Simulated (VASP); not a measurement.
BN, 4 atoms in the cell. The structure is hexagonal, space group P6_3mc (No. 186). The conventional cell has a = 2.550 Å, b = 2.550 Å, c = 4.210 Å, α = 90.00°, β = 90.00°, γ = 120.00°. B (site symmetry 3m) has 4 N at 1.56 to 1.58 Å as nearest neighbours. Around N (site symmetry 3m) lie 4 B at 1.56 to 1.58 Å. The cell was built by a generator and needn't be a form met in nature.

| Quantity | Value |
| --- | --- |
| Program | VASP 6.6.1 |
| Task | relaxation of cell and atoms |
| Functional | PBE |
| Potentials or basis | VASP PAW PBE potentials, release 64 (B, N) |
| Cutoff | 600 eV |
| k mesh | 12 × 12 × 8 |
| Occupations | fermi-dirac, width 0.05 eV |
| Spin | no spin polarisation |
| Further INCAR settings | ALGO = Normal; EDIFF = 1e-06; IBRION = 2; EDIFFG = -0.01; NSW = 60; ISIF = 3 |

Potentials or basis: VASP PAW PBE potentials, release 64 (B, N).

Run with:

```bash
$ cat potpaw_PBE.64/B/POTCAR potpaw_PBE.64/N/POTCAR > POTCAR
$ mpirun -np 4 vasp_std > vasp.out
```

Hardware: 4 MPI ranks on Intel(R) Xeon(R) Platinum 8488C (Sapphire Rapids), with other jobs on the host.

**Question.** How long does it take, and how much memory?

**Answer.** Run time: 15 s on 4 MPI ranks on Intel(R) Xeon(R) Platinum 8488C (Sapphire Rapids), on a shared host, peak memory 0.15 GiB a rank. Counts: scf iterations 24, k points 95, ion steps 3.
